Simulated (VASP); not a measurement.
# TlCl (Pm-3m) in VASP: a series of runs, part 2 of 2

VASP 6.6.1. The steps go on from the part before.

### 4 Single point, PBE

Input file INCAR:

```
SYSTEM = TlCl
ALGO = Normal
EDIFF = 1E-6
ENCUT = 520
GGA = PE
ISIF = 2
ISMEAR = 1
LASPH = .True.
LCHARG = .False.
LREAL = .False.
LWAVE = .False.
NBANDS = 17
NELM = 80
PREC = Accurate
SIGMA = 0.0164
```

Input file KPOINTS:

```
k-points
0
Gamma
  5 5 5
  0 0 0
```

Input file POSCAR:

```
TlCl
1.0
    3.8947420000      0.0000000000      0.0000000000
    0.0000000000      3.8947420000      0.0000000000
    0.0000000000      0.0000000000      3.8947420000
Tl Cl
1 1
Direct
    0.0000000000      0.0000000000      0.0000000000
    0.5000000000      0.5000000000      0.5000000000
```

Potentials or basis: VASP PAW PBE potentials, release 64 (Tl_d, Cl).

On the command line:

```bash
> cat potpaw_PBE.64/Tl_d/POTCAR potpaw_PBE.64/Cl/POTCAR > POTCAR
> mpirun -np 1 vasp_std > vasp.out
```

OUTCAR:

```text
SYSTEM = TlCl
   EDIFF = 1E-6
   ENCUT = 520
   GGA = PE
   ISIF = 2
   ISMEAR = 1
   LASPH = .True.
   LREAL = .False.
   NELM = 80
   PREC = Accurate

 ion  position               nearest neighbor table
   1  0.000  0.000  0.000-   2 3.37   2 3.37   2 3.37   2 3.37   2 3.37   2 3.37   2 3.37   2 3.37

   2  0.500  0.500  0.500-   1 3.37   1 3.37   1 3.37   1 3.37   1 3.37   1 3.37   1 3.37   1 3.37

  LATTYP: Found a simple cubic cell.
 ALAT       =     3.8947420000

  Lattice vectors:

[... 372 lines left out ...]
------------------------ aborting loop because EDIFF is reached ----------------------------------------

  FORCE on cell =-STRESS in cart. coord.  units (eV):
  Direction    XX          YY          ZZ          XY          YZ          ZX
  --------------------------------------------------------------------------------------
  -------------------------------------------------------------------------------------
  Total        0.0005153      0.0005153      0.0005153     -0.0000000      0.0000000      0.0000000
  in kB        0.0139753      0.0139753      0.0139753     -0.0000000      0.0000000      0.0000000
  external PRESSURE =       0.0139753 kB  Pullay stress =       0.0000000 kB

 VOLUME and BASIS-vectors are now :
 -----------------------------------------------------------------------------
  energy-cutoff  :      520.00
  volume of cell :       59.08
      direct lattice vectors                 reciprocal lattice vectors
     3.894742000  0.000000000  0.000000000     0.256756417  0.000000000  0.000000000
     0.000000000  3.894742000  0.000000000     0.000000000  0.256756417  0.000000000
     0.000000000  0.000000000  3.894742000     0.000000000  0.000000000  0.256756417

 POSITION                                       TOTAL-FORCE (eV/Angst)
 -----------------------------------------------------------------------------------
      0.00000      0.00000      0.00000         0.000000      0.000000      0.000000
      1.94737      1.94737      1.94737         0.000000      0.000000      0.000000
 -----------------------------------------------------------------------------------
    total drift:                                0.000000      0.000000     -0.000000

  FREE ENERGIE OF THE ION-ELECTRON SYSTEM (eV)
  ---------------------------------------------------
  free  energy   TOTEN  =        -6.0158385648 eV

  energy  without entropy=       -6.0158385648  energy(sigma->0) =       -6.01583856
```

stdout:

```text
POSCAR found type information on POSCAR TlCl
 POSCAR found :  2 types and       2 ions
 scaLAPACK will be used
 LDA part: xc-table for (Slater+PW92), standard interpolation
 POSCAR, INCAR and KPOINTS ok, starting setup
 FFT: planning ... GRIDC
 FFT: planning ... GRID_SOFT
 FFT: planning ... GRID
 WAVECAR not read
 entering main loop
```

It took 5.5 s on 1 thread of Intel Xeon 6975P-C (Granite Rapids), shared host; peak memory 0.16 GiB.

What came out:

| Quantity | Value |
| --- | --- |
| Free energy | -6.0158 eV |
| Pressure | 0.0 GPa |
| Band gap on the k mesh | 2.94 eV, direct |

Caveat: spin-orbit coupling is left out, which as a rule narrows the gap of such compounds by several tenths of an eV; an odd mesh through Γ misses points on the zone boundary, where band edges often lie.

### 5 Single point, PBE, collinear spin, typed start

Input file INCAR:

```
SYSTEM = TlCl
PREC     = Accurate       ! precision mode
ENCUT    = 520            ! plane-wave cutoff, eV
EDIFF    = 1E-6           ! SCF threshold, eV
ISMEAR   = 1              ! smearing method
SIGMA    = 0.0164         ! smearing width, eV
LREAL    = .False.        ! projectors in reciprocal space
LASPH    = .True.         ! aspherical terms in the spheres
NELM     = 150            ! most SCF steps
ALGO     = Normal         ! electronic algorithm
ISIF     = 2              ! what is computed and relaxed
LWAVE    = .False.        ! write WAVECAR
LCHARG   = .False.        ! write CHGCAR
ISPIN    = 2              ! spin polarisation
MAGMOM   = 0.2 0.2        ! initial moments
LORBIT   = 11             ! projections on sites
GGA      = PE             ! functional
NBANDS   = 21             ! bands
```

Input file KPOINTS:

```
Automatic mesh
0
Gamma
  5 5 5
  0 0 0
```

POSCAR is that of step 4.

Potentials or basis: VASP PAW PBE potentials, release 64 (Tl_d, Cl).

On the command line:

```bash
> cat potpaw_PBE.64/Tl_d/POTCAR potpaw_PBE.64/Cl/POTCAR > POTCAR
> mpirun -np 1 vasp_std > vasp.out
```

OUTCAR:

```text
SYSTEM = TlCl
   PREC = Accurate
   ENCUT = 520
   EDIFF = 1E-6
   ISMEAR = 1
   LREAL = .False.
   LASPH = .True.
   NELM = 150
   ISIF = 2
   ISPIN = 2
   LORBIT = 11
   GGA = PE

 ion  position               nearest neighbor table
   1  0.000  0.000  0.000-   2 3.37   2 3.37   2 3.37   2 3.37   2 3.37   2 3.37   2 3.37   2 3.37

   2  0.500  0.500  0.500-   1 3.37   1 3.37   1 3.37   1 3.37   1 3.37   1 3.37   1 3.37   1 3.37

  LATTYP: Found a simple cubic cell.
 ALAT       =     3.8947420000

  Lattice vectors:

 A1 = (   3.8947420000,   0.0000000000,   0.0000000000)
 A2 = (   0.0000000000,   3.8947420000,   0.0000000000)
 A3 = (   0.0000000000,   0.0000000000,   3.8947420000)

Analysis of symmetry for initial positions (statically):
=====================================================================
 Subroutine PRICEL returns:
 Original cell was already a primitive cell.

 Routine SETGRP: Setting up the symmetry group for a
 simple cubic supercell.

 Subroutine GETGRP returns: Found 48 space group operations
 (whereof 48 operations were pure point group operations)
[... 426 lines left out ...]
      6      -7.4323      1.00000
[... 229 lines left out ...]
     20      19.7348      0.00000
     21      19.7348      0.00000

------------------------ aborting loop because EDIFF is reached ----------------------------------------

  FORCE on cell =-STRESS in cart. coord.  units (eV):
  Direction    XX          YY          ZZ          XY          YZ          ZX
  --------------------------------------------------------------------------------------
  -------------------------------------------------------------------------------------
  Total       -0.0021137     -0.0021137     -0.0021137     -0.0000000      0.0000000      0.0000000
  in kB       -0.0573228     -0.0573228     -0.0573228     -0.0000000      0.0000000      0.0000000
  external PRESSURE =      -0.0573228 kB  Pullay stress =       0.0000000 kB

 VOLUME and BASIS-vectors are now :
 -----------------------------------------------------------------------------
  energy-cutoff  :      520.00
  volume of cell :       59.08
      direct lattice vectors                 reciprocal lattice vectors
     3.894742000  0.000000000  0.000000000     0.256756417  0.000000000  0.000000000
     0.000000000  3.894742000  0.000000000     0.000000000  0.256756417  0.000000000
     0.000000000  0.000000000  3.894742000     0.000000000  0.000000000  0.256756417

 POSITION                                       TOTAL-FORCE (eV/Angst)
 -----------------------------------------------------------------------------------
      0.00000      0.00000      0.00000         0.000000      0.000000      0.000000
      1.94737      1.94737      1.94737         0.000000      0.000000      0.000000
 -----------------------------------------------------------------------------------
    total drift:                                0.000000      0.000000     -0.000000

  FREE ENERGIE OF THE ION-ELECTRON SYSTEM (eV)
  ---------------------------------------------------
  free  energy   TOTEN  =        -6.0157929301 eV

  energy  without entropy=       -6.0158386122  energy(sigma->0) =       -6.01580816

 total charge

# of ion       s       p       d       tot
------------------------------------------
    1        1.315   0.110   9.669  11.093
    2        1.602   3.497   0.000   5.098
--------------------------------------------------
tot          2.916   3.606   9.669  16.191

 magnetization (x)

# of ion       s       p       d       tot
------------------------------------------
    1        0.000  -0.000  -0.000   0.000
    2        0.000   0.000   0.000   0.000
--------------------------------------------------
tot          0.000   0.000  -0.000   0.000
```

stdout:

```text
POSCAR found type information on POSCAR TlCl
 POSCAR found :  2 types and       2 ions
 scaLAPACK will be used
 LDA part: xc-table for (Slater+PW92), standard interpolation
 POSCAR, INCAR and KPOINTS ok, starting setup
 FFT: planning ... GRIDC
 FFT: planning ... GRID_SOFT
 FFT: planning ... GRID
 WAVECAR not read
 entering main loop
```

It took 11 s on 1 thread of Intel Xeon 6975P-C (Granite Rapids), shared host; peak memory 0.19 GiB.

Results:

```
Free energy                                           : -6.0158 eV
Pressure                                              : 0.0 GPa
Band gap on the k mesh                                : 2.94 eV, direct
Net moment                                            : 0.00 μB per cell
Valence electrons inside the program's atomic spheres : Tl 11.09; Cl 5.10
```

Caveat: spin-orbit coupling is left out, which as a rule narrows the gap of such compounds by several tenths of an eV; an odd mesh through Γ misses points on the zone boundary, where band edges often lie. As with any semilocal functional, this PBE gap is likely too small.
